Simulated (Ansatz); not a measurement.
We consider rock-salt NaBr, described by B3LYP (VWN-RPA form) (PAW; Ansatz, a first-principles code).

Settings: plane-wave cutoff 460 eV, 8×8×8 k mesh, Fermi–Dirac smearing 0.01 eV, scalar-relativistic PAW data made under PBE.

Cell (relaxed at this level):

```yaml
crystal:
  lattice:
    - [0.00000, 3.02821, 3.02821]
    - [3.02821, 0.00000, 3.02821]
    - [3.02821, 3.02821, 0.00000]
  atoms:
    - { symbol: Na, position: [0.00000, 0.00000, 0.00000] }
    - { symbol: Br, position: [0.50000, 0.50000, 0.50000] }
```

Q: Give the computed bulk modulus B0, band gap and width of the whole s-p valence band.

A: 
bulk modulus B0: 19.1 GPa
band gap: 5.56 eV (on the SCF k mesh) (direct)
width of the whole s-p valence band: 13.65 eV

Measured, for comparison: band gap 7.1 eV (temperature not stated, no zero-point or thermal correction; as tabulated in Aguado et al. (1998), arXiv:cond-mat/9809176); bulk modulus 22.6 GPa (4 K, zero-point motion not removed; as tabulated in Doll and Stoll (1998), arXiv:cond-mat/9801031). Computed (rounded) less measured: bulk modulus -15 %.

Spin–orbit coupling is not included.

Computed values are for the static lattice.

It cost roughly 15 core-minutes of CPU time.
